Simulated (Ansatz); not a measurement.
The system is Hg.

```
Hg
1.0
    -3.22714    3.22714    3.34470
     3.22714   -3.22714    3.34470
     3.22714    3.22714   -3.34470
Hg
4
Direct
  0.07927 0.12500 0.45427
  0.67073 0.62500 0.54573
  0.37500 0.92073 0.04573
  0.87500 0.32927 0.95427
```

| Item | Value |
| --- | --- |
| Program | Ansatz 0.2.0 |
| Task | single point |
| Functional | PBE |
| Potentials or basis | Ansatz PAW |
| Cutoff | 420 eV (not typed: the program's choice for these potentials) |
| k mesh | 6 × 6 × 6 |
| Occupations | fermi-dirac, width 0.05 eV |
| Spin | no spin polarisation |

On this cell: pressure -0.1 GPa; largest force under 0.003 eV/Å; band gap on the k mesh 0.03 eV, indirect (least direct gap 1.11 eV).

The same run follows on a disturbed copy (atoms moved at random, drawn with an rms of 0.05 Å):

```
Hg
1.0
    -3.22714    3.22714    3.34470
     3.22714   -3.22714    3.34470
     3.22714    3.22714   -3.34470
Hg
4
Cartesian
  1.6260 1.3080 -0.8240
  1.6314 1.9576 2.5418
  1.9085 -1.6109 4.1696
  1.3518 4.7929 0.7933
```

Question: What does the disturbed cell give?

Answer: The energy moves by +0.2 meV/atom; pressure 0.0 GPa; largest force 0.027 eV/Å; band gap on the k mesh none (metal or under the smearing width).

Forces in eV/Å, atoms in the order of the input:
```
Hg   0.007 -0.005  0.011
Hg  -0.012 -0.020 -0.014
Hg   0.011  0.023 -0.005
Hg  -0.006  0.003  0.007
```

Stress tensor (GPa, compression positive):
```
-0.24 -0.01 -0.01
-0.01 -0.08  0.00
-0.01  0.00  0.21
```

Caveats: spin-orbit coupling is left out, which moves the levels of the heavy elements (some runs).
